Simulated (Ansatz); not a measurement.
## Tc in Ansatz: the effect of strain

Crystal: Tc.

```
Tc
1.0
     2.74000    0.00000    0.00000
    -1.37000    2.37291    0.00000
     0.00000    0.00000    4.22208
Tc
2
Cartesian
  1.3700 0.7910 3.1666
  0.0000 1.5819 1.0555
```

Alike in all runs:

- Program: Ansatz 0.2.0
- Task: band structure
- Functional: PBE
- Potentials or basis: Ansatz PAW earlier set
- Cutoff: 500 eV (not typed: the program's choice for these potentials)
- k mesh: 9 × 9 × 5
- Occupations: fermi-dirac, width 0.05 eV
- Spin: no spin polarisation
- Kind of strain: uniaxial
- Path: [["G", "M", "K", "G", "A", "L", "H", "A"], ["L", "M"], ["K", "H"]]
- Points for each segment of the path: 14

| strain | pressure (GPa) |
| --- | --- |
| -0.04 | ? |
| -0.02 | 10.0 |
| -0.01 | 6.5 |
| 0 | 3.2 |
| 0.01 | 0.2 |
| 0.02 | -2.7 |
| 0.04 | -7.7 |

What does the run with strain -0.04 give?

Pressure 17.6 GPa.

Worked out: A parabola through the other rows of the pressure, of slope -405 GPa per unit of strain there, extrapolates to 17.6 GPa, against the run's 17.6.
